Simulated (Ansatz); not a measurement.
Level of theory: Ansatz, DFT PBE, scalar-relativistic, plane waves, PAW. All cells share a 420 eV cutoff and Γ-centred k meshes spaced at most about 0.3 Å⁻¹ (about 0.25 or finer for metals, 2π included). No spin polarisation.

These are static total energies at zero pressure.

**Question.** Order these relaxed structures of AlP5 by energy, lowest first, with the energy over the lowest of them.
A.

```
Al P
1.0
     3.31831    0.00000    0.00000
    -1.65915    2.87374    0.00000
     0.00000    0.00000    9.78147
Al P
1 5
Cartesian
  0.0000 0.0000 0.0000
  0.0000 1.9158 8.0976
  0.0000 0.0000 6.5298
  0.0000 1.9158 4.8907
  0.0000 0.0000 3.2517
  0.0000 1.9158 1.6839
```

B.

```
Al P
1.0
     4.76428    0.00000    0.00000
    -2.38214    4.12599    0.00000
     0.00000    0.00000    4.96259
Al P
1 5
Direct
  0.00000 0.00000 0.00000
  0.50000 0.00000 0.50000
  0.50000 0.50000 0.50000
  0.00000 0.50000 0.50000
  0.33333 0.66667 0.00000
  0.66667 0.33333 0.00000
```

**Answer.** A (0 meV/atom), B (380 meV/atom). Forms: A P-6m2; B P6/mmm. Counting P atoms around Al (those within 1.25 times the shortest such distance or 1.15 times the sum of covalent radii; the shortest distance is added where it is long for a bond): A has Al 6; B has Al 6 from 2.8 Å. B holds P–P nets (shortest 2.38 Å); in A the shortest P–P distance is 2.48 Å, near bonding range too. Both come from invented guesses. Even the lowest of the cells shown lies +0.24 eV/atom against the elements.

Weakly bound directions are ill-defined at this level, which has no dispersion term (P6/mmm), and this can change margins and order among such cells. Cells relaxed within their symmetry can be saddle points. Some types were kept out of the candidates beforehand, so the set may lack a known form.
